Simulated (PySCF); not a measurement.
Species: C2H2Cl2.
SMILES with atom numbers: `[Cl:1]/[CH:2]=[CH:3]\[Cl:4]` (hydrogens: H5 on C2; H6 on C3)

The closed-shell ground state was solved at several levels (PySCF, density fitting, gas phase, non-relativistic). Geometry: PBE0-D3(BJ)/def2-TZVP; no solvent, vibrations or thermal averaging.

| level | basis functions | total energy (Eh) | HOMO (eV) | LUMO (eV) | gap (eV) | dipole (D) |
| --- | --- | --- | --- | --- | --- | --- |
| KT3/pcSseg-2 | 186 | -1005.2996 | -6.31 | -1.46 | 4.85 | 1.74 |
| CAM-B3LYP/aug-cc-pVTZ | 238 | -997.8385 | -8.72 | 0.20 | 8.92 | 1.89 |
| wB97X-D/aug-cc-pVTZ | 238 | -997.8220 | -9.22 | 0.81 | 10.03 | 1.89 |
| B97-2/pcSseg-2 | 186 | -997.9043 | -7.18 | -0.60 | 6.58 | 1.87 |
| wB97X-D/pcSseg-2 | 186 | -997.8296 | -9.24 | 1.25 | 10.49 | 1.96 |
| PBE0/aug-cc-pVTZ | 238 | -997.4606 | -7.42 | -0.56 | 6.86 | 1.84 |

What might PBE0/pcSseg-2 (186 basis functions) give for the same quantities?

Total energy -997.4654 Eh, HOMO -7.42 eV, LUMO -0.55 eV, gap 6.87 eV, dipole 1.87 D.

Over all these levels, which gives the widest orbital gap and which the narrowest?

wB97X-D/pcSseg-2 (range-separated hybrid) has the widest, 10.49 eV, and KT3/pcSseg-2 (GGA) the narrowest, 4.85 eV. The two share the basis. From the narrowest to the widest the HOMO moves by -2.93 eV and the LUMO by +2.71 eV.

In the pcSseg-2 basis, how does the gap go with the fixed share of exact exchange?

KT3 (0 %) 4.85 eV; B97-2 (21 %) 6.58 eV; PBE0 (25 %) 6.87 eV. Each rise in the share widens the gap here.

How far do the dipole and the HOMO energy spread over the levels?

The dipole runs from 1.74 to 1.96 D (mean 1.86 D) and the HOMO from -9.24 to -6.31 eV.

wB97X-D is run here without its empirical dispersion term; that term would change no orbital, density or response property at a fixed geometry.
